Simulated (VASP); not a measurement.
Cd, 1 atom in the cell. Symmetry: Im-3m, No. 229, cubic system. The conventional cell has a = 3.849 Å, b = 3.849 Å, c = 3.849 Å, α = 90.00°, β = 90.00°, γ = 90.00°. Around Cd (site symmetry m-3m) lie 8 Cd at 3.33 Å. This isn't the form of Cd at room conditions, which is hcp.

* Program: VASP 6.6.1
* Task: single point
* Functional: BLYP
* Potentials or basis: VASP PAW PBE potentials, release 64 (Cd)
* Cutoff: 520 eV
* k mesh: 19 × 19 × 19
* Occupations: fermi-dirac, width 0.1 eV
* Spin: no spin polarisation
* Dipole correction: no
* Further INCAR settings: ALGO = Normal; EDIFF = 1e-06; NBANDS = 12

Potentials or basis: VASP PAW PBE potentials, release 64 (Cd).

Launch:

```sh
$ cat potpaw_PBE.64/Cd/POTCAR > POTCAR
$ mpirun -np 1 vasp_std > vasp.out
```

Hardware: 1 thread of Intel(R) Xeon(R) 6975P-C (Granite Rapids), on a shared host.

Task: How long does it take, and how much memory?

Result: It took 26 s on 1 thread of Intel(R) Xeon(R) 6975P-C (Granite Rapids) (shared host), peak memory 0.21 GiB. Counts: scf iterations 11, k points 220.
